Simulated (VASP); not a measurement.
# Pd (Im-3m) in VASP: further runs

The runs below take Pd through single point, with PBE.

Program: VASP 6.6.1. These are calculated values, not measurements. Logs are shortened: lines on timing, memory, paths and dates and some standing lists are left out, and cuts for length are marked.

### Step 1. The structure

It takes space group Im-3m (No. 229, cubic). Conventional cell: a = 3.137 Å, b = 3.137 Å, c = 3.137 Å, α = 90.00°, β = 90.00°, γ = 90.00°. Pd (site symmetry m-3m) has 8 Pd at 2.72 Å as nearest neighbours.

This isn't the form of Pd at room conditions, which is fcc.

### Step 2. Single point, PBE (strained and moved within a subgroup)

INCAR reads:

```
SYSTEM = Pd
PREC     = Accurate       ! precision mode
ENCUT    = 520            ! plane-wave cutoff, eV
EDIFF    = 1E-6           ! SCF threshold, eV
ISMEAR   = 0              ! smearing method
SIGMA    = 0.1            ! smearing width, eV
LREAL    = .False.        ! projectors in reciprocal space
LASPH    = .True.         ! aspherical terms in the spheres
NELM     = 80             ! most SCF steps
ALGO     = Normal         ! electronic algorithm
ISIF     = 2              ! what is computed and relaxed
LWAVE    = .False.        ! write WAVECAR
LCHARG   = .False.        ! write CHGCAR
GGA      = PE             ! functional
NBANDS   = 11             ! bands
```

KPOINTS reads:

```
Automatic mesh
0
Gamma
  15 15 15
  0 0 0
```

POSCAR reads:

```
Pd
1.0
   -1.6292604634      1.6292604634      1.5978148434
    1.6607060834     -1.6607060834      1.6607060834
    1.5978148434      1.6292604634     -1.6292604634
Pd
1
Direct
    0.0000000000      0.0000000000      0.0000000000
```

Potentials or basis: VASP PAW PBE potentials, release 64 (Pd).

The run is started by

```bash
cat potpaw_PBE.64/Pd/POTCAR > POTCAR
mpirun -np 1 vasp_std > vasp.out
```

OUTCAR:

```text
SYSTEM = Pd
   PREC = Accurate
   ENCUT = 520
   EDIFF = 1E-6
   ISMEAR = 0
   LREAL = .False.
   LASPH = .True.
   NELM = 80
   ISIF = 2
   GGA = PE

 ion  position               nearest neighbor table
   1  0.000  0.000  0.000-

  LATTYP: Found a trigonal (rhomboedric) cell.
 ALAT       =     2.8039243194
 COS(alpha) =    -0.3246026682

  Lattice vectors:

 A1 = (  -1.5978148434,  -1.6292604634,   1.6292604634)
 A2 = (   1.6292604634,  -1.6292604634,  -1.5978148434)
 A3 = (   1.6292604634,   1.5978148434,   1.6292604634)

Analysis of symmetry for initial positions (statically):
=====================================================================
 Subroutine PRICEL returns:
 Original cell was already a primitive cell.

 Routine SETGRP: Setting up the symmetry group for a
 trigonal (rhombohedral) supercell.

 Subroutine GETGRP returns: Found 12 space group operations
 (whereof 12 operations were pure point group operations)
 out of a pool of 12 trial point group operations.

The static configuration has the point symmetry D_3d.

Analysis of symmetry for dynamics (positions and initial velocities):
=====================================================================
 Subroutine PRICEL returns:
 Original cell was already a primitive cell.

 Routine SETGRP: Setting up the symmetry group for a
 trigonal (rhombohedral) supercell.

 Subroutine GETGRP returns: Found 12 space group operations
 (whereof 12 operations were pure point group operations)
 out of a pool of 12 trial point group operations.

The dynamic configuration has the point symmetry D_3d.

 Subroutine INISYM returns: Found 12 space group operations
 (whereof 12 operations are pure point group operations),
 and found     1 'primitive' translations

----------------------------------------------------------------------------------------

                                     Primitive cell

  volume of cell :      17.2946

  direct lattice vectors                    reciprocal lattice vectors
    -1.629260463  1.629260463  1.597814843     0.000000000  0.309878111  0.309878111
     1.660706083 -1.660706083  1.660706083     0.304010541  0.005867570  0.304010541
     1.597814843  1.629260463 -1.629260463     0.309878111  0.309878111  0.000000000

  length of vectors
     2.803924319  2.876427313  2.803924319     0.438233827  0.429975867  0.438233827

  position of ions in fractional coordinates (direct lattice)
     0.000000000  0.000000000  0.000000000

  ion indices of the primitive-cell ions
   primitive index   ion index
                 1           1

----------------------------------------------------------------------------------------

 KPOINTS: Automatic mesh

Automatic generation of k-mesh.
 Grid dimensions read from file:
 generate k-points for:   15   15   15

 Generating k-lattice:

  Cartesian coordinates                     Fractional coordinates (reciprocal lattice)
     0.000000000  0.020658541  0.020658541     0.066666667  0.000000000  0.000000000
     0.020267369  0.000391171  0.020267369     0.000000000  0.066666667  0.000000000
     0.020658541  0.020658541  0.000000000     0.000000000  0.000000000  0.066666667

  Length of vectors
     0.029215588  0.028665058  0.029215588

  Shift w.r.t. Gamma in fractional coordinates (k-lattice)
     0.000000000  0.000000000  0.000000000

 Subroutine IBZKPT returns following result:
 ===========================================

 Found    344 irreducible k-points:

 Following reciprocal coordinates:
            Coordinates               Weight
  0.000000  0.000000  0.000000      1.000000
  0.066667  0.000000  0.000000      6.000000
  0.133333  0.000000  0.000000      6.000000
  0.200000  0.000000  0.000000      6.000000
  0.266667  0.000000  0.000000      6.000000
  0.333333  0.000000  0.000000      6.000000
[... 16 lines left out ...]
  0.400000  0.133333 -0.000000     12.000000
 -0.066667  0.133333 -0.000000      6.000000
 [... further k-points ...]
   k-points           NKPTS =    344   k-points in BZ     NKDIM =    344   number of bands    NBANDS=     11
   number of dos      NEDOS =    301   number of ions     NIONS =      1
   total plane-waves  NPLWV =  13824
   dimension x,y,z NGX =    24 NGY =   24 NGZ =   24
   dimension x,y,z NGXF=    48 NGYF=   48 NGZF=   48
   ions per type =               1
   NGX,Y,Z   is equivalent  to a cutoff of  14.23, 13.87, 14.23 a.u.
   NGXF,Y,Z  is equivalent  to a cutoff of  28.46, 27.74, 28.46 a.u.
 SYSTEM =  Pd
   PREC   = accura    normal or accurate (medium, high low for compatibility)
   ISTART =      0    job   : 0-new  1-cont  2-samecut
   ICHARG =      2    charge: 1-file 2-atom 10-const
   ISPIN  =      1    spin polarized calculation?
   LNONCOLLINEAR =      F non collinear calculations
   LSORBIT =      F    spin-orbit coupling
   LASPH  =      T    aspherical Exc in radial PAW
   ENCUT  =  520.0 eV  38.22 Ry    6.18 a.u.   5.21  5.35  5.21*2*pi/ulx,y,z
   NELM   =     80;   NELMIN=  2; NELMDL= -5     # of ELM steps
   EDIFF  = 0.1E-05   stopping-criterion for ELM
   LREAL  =      F    real-space projection
   EDIFFG = 0.1E-04   stopping-criterion for IOM
   NSW    =      0    number of steps for IOM
   IBRION =     -1    ionic relax: 0-MD 1-quasi-New 2-CG
   NFREE  =      0    steps in history (QN), initial steepest desc. (CG)
   ISIF   =      2    stress and relaxation
   ISYM   =      2    0-nonsym 1-usesym 2-fastsym
   POTIM  = 0.5000    time-step for ionic-motion
   TEBEG  =    0.0;   TEEND  =   0.0 temperature during run
   PSTRESS=    0.0 pullay stress
   NELECT =      10.0000    total number of electrons
   NUPDOWN=      -1.0000    fix difference up-down
   EMIN   =  10.00;   EMAX   =-10.00  energy-range for DOS
   EFERMI =   0.00;   METHOD = LEGACY
   ISMEAR =     0;   SIGMA  =   0.10  broadening in eV -4-tet -1-fermi 0-gaus
   EFERMI_NEDOS =   21; number of points for ismear=-14 and -15
   IALGO  =     38    algorithm
   IMIX   =      4    mixing-type and parameters
     AMIX     =   0.40;   BMIX     =  1.00
     AMIX_MAG =   1.60;   BMIX_MAG =  1.00
  volume/ion in A,a.u.               =      17.29       116.71
  Fermi-wavevector in a.u.,A,eV,Ry     =   1.363864  2.577330 25.308550  1.860126
  Thomas-Fermi vector in A             =   2.490230
   LORBIT       =      0    0 simple, 1 ext, 2 COOP (PROOUT), +10 PAW based schemes
   GGA     = PE    functional components
   LHFCALC =     F    Hartree Fock is set to
   AEXX    =    0.0000 exact exchange contribution
   IVDW    =     0    specifies the selected vdW correction
   LEPSILON=     F    determine dielectric tensor
   LRPA    =     F    only Hartree local field effects (RPA)
 non-spin polarized calculation
 Gauss-broadening in eV      SIGMA  =   0.10
  energy-cutoff  :      520.00
  volume of cell :       17.29
 maximum number of plane-waves:       478
 NGX is ok and might be reduce to    24
   NGX = 11   NGY = 11   NGZ = 11

 number of electron      10.0000001 magnetization

 Free energy of the ion-electron system (eV)
  ---------------------------------------------------
  ext. energy  EPLUGINS =         0.00000000
  ---------------------------------------------------
  free energy    TOTEN  =        -5.08503683 eV

  energy without entropy =       -5.07667201  energy(sigma->0) =       -5.08085442

 E-fermi :   7.3189     XC(G=0): -12.2091

 val. band max:        7.3180673169   @ k =   0.4000  -0.0667   0.2000
 cond. band min:       7.3196600200   @ k =  -0.4667  -0.2000   0.0667
 fundamental gap:      0.0015927031
 Fermi energy:         7.3188879042

 k-point     1 :       0.0000    0.0000    0.0000
  band No.  band energies     occupation
      1       1.3554      2.00000
      2       4.9199      2.00000
      3       4.9199      2.00000
      4       5.2097      2.00000
      5       6.5960      2.00000
      6       6.5960      2.00000
      7      26.0996      0.00000
      8      26.0996      0.00000
      9      26.6367      0.00000
     10      33.1924      0.00000
     11      33.2231      0.00000

 k-point     2 :       0.0667    0.0000    0.0000
  band No.  band energies     occupation
      1       1.5080      2.00000
      2       4.9124      2.00000
      3       5.0200      2.00000
      4       5.1789      2.00000
      5       6.5377      2.00000
      6       6.5963      2.00000
      7      26.1066      0.00000
      8      26.1157      0.00000
      9      26.5756      0.00000
     10      31.3377      0.00000
     11      32.2155      0.00000

 k-point     3 :       0.1333    0.0000    0.0000
  band No.  band energies     occupation
      1       1.9442      2.00000
      2       4.8634      2.00000
      3       5.1187      2.00000
      4       5.3115      2.00000
      5       6.4067      2.00000
      6       6.5994      2.00000
      7      25.4018      0.00000
      8      25.9273      0.00000
      9      26.8164      0.00000
     10      30.1821      0.00000
     11      30.6564      0.00000

 k-point     4 :       0.2000    0.0000    0.0000
  band No.  band energies     occupation
      1       2.5713      2.00000
      2       4.7313      2.00000
      3       5.1290      2.00000
      4       5.7667      2.00000
      5       6.3047      2.00000
      6       6.6096      2.00000
      7      23.5595      0.00000
      8      25.1406      0.00000
      9      27.3646      0.00000
     10      29.1535      0.00000
     11      29.9252      0.00000

 k-point     5 :       0.2667    0.0000    0.0000
  band No.  band energies     occupation
      1       3.1246      2.00000
      2       4.5443      2.00000
      3       5.4441      2.00000
      4       6.3022      2.00000
      5       6.3333      2.00000
      6       6.6317      2.00000
      7      21.1084      0.00000
      8      24.0264      0.00000
      9      27.2713      0.00000
     10      27.9846      0.00000
     11      29.8682      0.00000
[... 211 lines left out ...]
 k-point    21 :       0.2667    0.1333   -0.0000
  band No.  band energies     occupation
      1       3.5884      2.00000
      2       4.4139      2.00000
      3       5.4224      2.00000
      4       6.3311      2.00000
      5       6.7829      2.00000
      6       8.0036      0.00000
      7      18.7383      0.00000
      8      21.1473      0.00000
      9      24.6864      0.00000
     10      28.6750      0.00000
     11      32.0904      0.00000

 k-point    22 :       0.3333    0.1333    0.0000
  band No.  band energies     occupation
      1       3.5167      2.00000
      2       4.2767      2.00000
      3       5.9551      2.00000
      4       6.4513      2.00000
      5       6.9342      2.00000
      6       9.2057      0.00000
      7      16.3774      0.00000
      8      20.4187      0.00000
      9      23.8530      0.00000
     10      29.2514      0.00000
     11      32.0775      0.00000

 k-point    23 :       0.4000    0.1333   -0.0000
  band No.  band energies     occupation
      1       3.4407      2.00000
      2       4.2089      2.00000
      3       6.1904      2.00000
      4       6.4972      2.00000
      5       7.1523      1.98154
      6      10.3921      0.00000
      7      14.5911      0.00000
      8      20.0054      0.00000
      9      23.4103      0.00000
     10      29.6215      0.00000
     11      31.9718      0.00000

 k-point    24 :      -0.0667    0.1333   -0.0000
  band No.  band energies     occupation
      1       1.7767      2.00000
      2       4.8329      2.00000
      3       4.8767      2.00000
      4       5.4793      2.00000
      5       6.4817      2.00000
      6       6.6307      2.00000
      7      25.3641      0.00000
      8      25.8586      0.00000
      9      26.9698      0.00000
     10      29.9031      0.00000
     11      31.0849      0.00000

 [... further k-points ...]

------------------------ aborting loop because EDIFF is reached ----------------------------------------

  FORCE on cell =-STRESS in cart. coord.  units (eV):
  Direction    XX          YY          ZZ          XY          YZ          ZX
  --------------------------------------------------------------------------------------
  -------------------------------------------------------------------------------------
  Total       -1.4737596     -1.4737596     -1.4737596      0.0986462      0.0986462     -0.0986462
  in kB     -136.5294189   -136.5294189   -136.5294189      9.1386104      9.1386104     -9.1386104
  external PRESSURE =    -136.5294189 kB  Pullay stress =       0.0000000 kB

 VOLUME and BASIS-vectors are now :
 -----------------------------------------------------------------------------
  energy-cutoff  :      520.00
  volume of cell :       17.29
      direct lattice vectors                 reciprocal lattice vectors
    -1.629260463  1.629260463  1.597814843     0.000000000  0.309878111  0.309878111
     1.660706083 -1.660706083  1.660706083     0.304010541  0.005867570  0.304010541
     1.597814843  1.629260463 -1.629260463     0.309878111  0.309878111  0.000000000

 POSITION                                       TOTAL-FORCE (eV/Angst)
 -----------------------------------------------------------------------------------
      0.00000      0.00000      0.00000         0.000000      0.000000      0.000000
 -----------------------------------------------------------------------------------
    total drift:                               -0.000000      0.000000     -0.000000

  FREE ENERGIE OF THE ION-ELECTRON SYSTEM (eV)
  ---------------------------------------------------
  free  energy   TOTEN  =        -5.0850368327 eV

  energy  without entropy=       -5.0766720103  energy(sigma->0) =       -5.08085442
```

Run time: 24 s. Hardware: 1 thread of Intel Xeon 6975P-C (Granite Rapids), shared host; peak memory 0.19 GiB.

Results:

| Property | Result |
| --- | --- |
| Free energy | -5.0850 eV |
| Pressure | -13.7 GPa |
| Band gap on the k mesh | none (metal or under the smearing width) |

Stress tensor (GPa, compression positive):
```
-13.65   0.91  -0.91
  0.91 -13.65   0.91
 -0.91   0.91 -13.65
```

### Step 3. Single point, PBE (strained and moved within the space group)

INCAR reads:

```
PREC = Accurate
ENCUT = 520
EDIFF = 1E-6
ISMEAR = 0
SIGMA = 0.1
LREAL = F
LASPH = T
NELM = 80
ALGO = Fast
ISIF = 2
LWAVE = F
LCHARG = F
GGA = PE
NBANDS = 11
```

KPOINTS reads:

```
regular mesh
0
Gamma
  18 18 18
```

POSCAR reads:

```
Pd
1.0
   -1.5830039564      1.5830039564      1.5830039564
    1.5830039564     -1.5830039564      1.5830039564
    1.5830039564      1.5830039564     -1.5830039564
Pd
1
Direct
    0.0000000000      0.0000000000      0.0000000000
```

Potentials or basis: VASP PAW PBE potentials, release 64 (Pd).

The run is started by

```bash
cat potpaw_PBE.64/Pd/POTCAR > POTCAR
mpirun -np 1 vasp_std > vasp.out
```

Run time: 21 s. Hardware: 1 thread of Intel Xeon 6975P-C (Granite Rapids), shared host; peak memory 0.15 GiB.

It converged, with:

- Free energy: -5.1725 eV
- Pressure: -4.4 GPa
- Band gap on the k mesh: none (metal or under the smearing width)

Levels at points of the mesh, in eV from the Fermi level:
```
           k point  band 3  band 4  band 5  band 6  band 7  band 8
(0.00, 0.00, 0.00)   -2.64   -2.64   -0.85   -0.85   19.22   19.22
(0.50, 0.00, 0.00)   -0.92   -0.65    0.53    1.54    7.37   14.97
(0.50, 0.50, 0.50)    0.19    0.19    0.19    8.99    8.99    8.99
```

### Step 4. Single point, PBE (Pd replaced by Ag, lengths x 1.026, strained and moved within the space group)

INCAR reads:

```
SYSTEM = Ag
PREC = Accurate ; ENCUT = 520
EDIFF = 1E-6 ; ISMEAR = 0
SIGMA = 0.1 ; LREAL = .False.
LASPH = .True. ; NELM = 80
ALGO = Normal ; ISIF = 2
LWAVE = .False. ; LCHARG = .False.
GGA = PE ; NBANDS = 12
```

KPOINTS reads:

```
Automatic mesh
0
Gamma
  18 18 18
  0 0 0
```

POSCAR reads:

```
Ag
1.0
   -1.6800544377      1.6800544377      1.6800544377
    1.6800544377     -1.6800544377      1.6800544377
    1.6800544377      1.6800544377     -1.6800544377
Ag
1
Direct
    0.0000000000      0.0000000000      0.0000000000
```

Potentials or basis: VASP PAW PBE potentials, release 64 (Ag).

The run is started by

```bash
cat potpaw_PBE.64/Ag/POTCAR > POTCAR
mpirun -np 1 vasp_std > vasp.out
```

Run time: 23 s. Hardware: 1 thread of Intel Xeon 6975P-C (Granite Rapids), shared host; peak memory 0.17 GiB.

Results (log left out):

```
Free energy            : -2.6702 eV
Pressure               : -4.0 GPa
Band gap on the k mesh : none (metal or under the smearing width)
```

Levels at points of the mesh, in eV from the Fermi level:
| k point | band 2 | band 3 | band 4 | band 5 | band 6 | band 7 | band 8 | band 9 | band 10 | band 11 |
| --- | --- | --- | --- | --- | --- | --- | --- | --- | --- | --- |
| (0.00, 0.00, 0.00) | -4.58 | -4.58 | -4.58 | -3.46 | -3.46 | 17.54 | 17.54 | 17.54 | 22.27 | 22.27 |
| (0.50, 0.00, 0.00) | -5.23 | -3.51 | -3.37 | -2.63 | 0.15 | 3.54 | 12.91 | 13.52 | 18.68 | 19.65 |
| (0.50, 0.50, 0.50) | -5.76 | -2.83 | -2.83 | -2.83 | 6.58 | 6.58 | 6.58 | 11.35 | 12.58 | 12.58 |

(Continued in part 2 of 2.)
